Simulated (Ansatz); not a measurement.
**C: an axial (c/a) deformation path**

Aim: for C, follow an axial (c/a) deformation at fixed volume.

Computed with Ansatz 0.2.0 (DFT PBEsol, scalar-relativistic, plane waves, PAW, unless a step's input says otherwise).

## 1. Starting point

The structure is trigonal, space group R-3m (No. 166). The conventional cell has a = 2.456 Å, b = 2.456 Å, c = 10.041 Å, α = 90.00°, β = 90.00°, γ = 120.00°. C (site symmetry 3m) has 3 C at 1.42 Å as nearest neighbours.

Coordinates:

```
CELL_PARAMETERS angstrom
1.22803 0.70900 3.34701
-1.22803 0.70900 3.34701
0.00000 -1.41800 3.34701
ATOMIC_POSITIONS crystal
C 0.16400 0.16400 0.16400
C 0.83600 0.83600 0.83600
```

No relaxation comes first: the listed cell is the starting point.

## 2. The scan: an axial (c/a) deformation path

At fixed volume and fractional coordinates, lengths along (0.000, 0.000, 1.000) are scaled against those across it; ρ is that ratio over its starting value.

## 3. Point ρ = 0.850

input.yaml

```yaml
crystal:
  lattice:
    - [1.2963871249, 0.7484694555, 3.0033301042]
    - [-1.2963871249, 0.7484694555, 3.0033301042]
    - [0.0, -1.496938911, 3.0033301042]
  atoms:
    - { symbol: C, position: [0.164, 0.164, 0.164] }
    - { symbol: C, position: [0.836, 0.836, 0.836] }
basis:
  ecutwfc: 420
kpoints:
  mp_grid: { grid: [15, 15, 15] }
hamiltonian:
  xc: pbesol
scf:
  occupations: { method: gaussian, width: 0.05 }
output:
  forces: true
  stress: true
  eigenvalues: true
```

## 4. At ρ = 1.200

Changes to input.yaml since step 3:

```diff
@@ -2,5 +2,5 @@
   lattice:
-    - [1.2963871249, 0.7484694555, 3.0033301042]
-    - [-1.2963871249, 0.7484694555, 3.0033301042]
-    - [0.0, -1.496938911, 3.0033301042]
+    - [1.1556170365, 0.6671958071, 3.7795893467]
+    - [-1.1556170365, 0.6671958071, 3.7795893467]
+    - [0.0, -1.3343916142, 3.7795893467]
   atoms:
```

## 5. Point ρ = 0.920

Changes to input.yaml since step 4:

```diff
@@ -2,5 +2,5 @@
   lattice:
-    - [1.1556170365, 0.6671958071, 3.7795893467]
-    - [-1.1556170365, 0.6671958071, 3.7795893467]
-    - [0.0, -1.3343916142, 3.7795893467]
+    - [1.2626367005, 0.7289836389, 3.1660346996]
+    - [-1.2626367005, 0.7289836389, 3.1660346996]
+    - [0.0, -1.4579672778, 3.1660346996]
   atoms:
```

## 6. ρ = 1.100

Changes to input.yaml since step 5:

```diff
@@ -2,5 +2,5 @@
   lattice:
-    - [1.2626367005, 0.7289836389, 3.1660346996]
-    - [-1.2626367005, 0.7289836389, 3.1660346996]
-    - [0.0, -1.4579672778, 3.1660346996]
+    - [1.1896251106, 0.6868303778, 3.5665822369]
+    - [-1.1896251106, 0.6868303778, 3.5665822369]
+    - [0.0, -1.3736607556, 3.5665822369]
   atoms:
```

## 7. At ρ = 0.960

Changes to input.yaml since step 6:

```diff
@@ -2,5 +2,5 @@
   lattice:
-    - [1.1896251106, 0.6868303778, 3.5665822369]
-    - [-1.1896251106, 0.6868303778, 3.5665822369]
-    - [0.0, -1.3736607556, 3.5665822369]
+    - [1.2448507159, 0.7187148959, 3.2571513611]
+    - [-1.2448507159, 0.7187148959, 3.2571513611]
+    - [0.0, -1.4374297918, 3.2571513611]
   atoms:
```

## 8. At ρ = 1.050

Changes to input.yaml since step 7:

```diff
@@ -2,5 +2,5 @@
   lattice:
-    - [1.2448507159, 0.7187148959, 3.2571513611]
-    - [-1.2448507159, 0.7187148959, 3.2571513611]
-    - [0.0, -1.4374297918, 3.2571513611]
+    - [1.2082160057, 0.6975638362, 3.4576682195]
+    - [-1.2082160057, 0.6975638362, 3.4576682195]
+    - [0.0, -1.3951276723, 3.4576682195]
   atoms:
```

## 9. ρ = 0.800

Changes to input.yaml since step 8:

```diff
@@ -2,5 +2,5 @@
   lattice:
-    - [1.2082160057, 0.6975638362, 3.4576682195]
-    - [-1.2082160057, 0.6975638362, 3.4576682195]
-    - [0.0, -1.3951276723, 3.4576682195]
+    - [1.3228512806, 0.7637485429, 2.8843665041]
+    - [-1.3228512806, 0.7637485429, 2.8843665041]
+    - [0.0, -1.5274970859, 2.8843665041]
   atoms:
```

## 10. Point ρ = 1.300

Changes to input.yaml since step 9:

```diff
@@ -2,5 +2,5 @@
   lattice:
-    - [1.3228512806, 0.7637485429, 2.8843665041]
-    - [-1.3228512806, 0.7637485429, 2.8843665041]
-    - [0.0, -1.5274970859, 2.8843665041]
+    - [1.1251918219, 0.6496298013, 3.9867532204]
+    - [-1.1251918219, 0.6496298013, 3.9867532204]
+    - [0.0, -1.2992596025, 3.9867532204]
   atoms:
```

(Steps that only read results are left out.)

What does the calculation give? Wanted: highest point.

The runs gave:

| quantity | value |
| --- | --- |
| highest point | 622.8 meV/atom at ρ = 1.300 |

No sampled point lies below the undisturbed cell. No further minimum shows among the sampled points. The gap on the mesh stays between 0.05 and 0.90 eV.
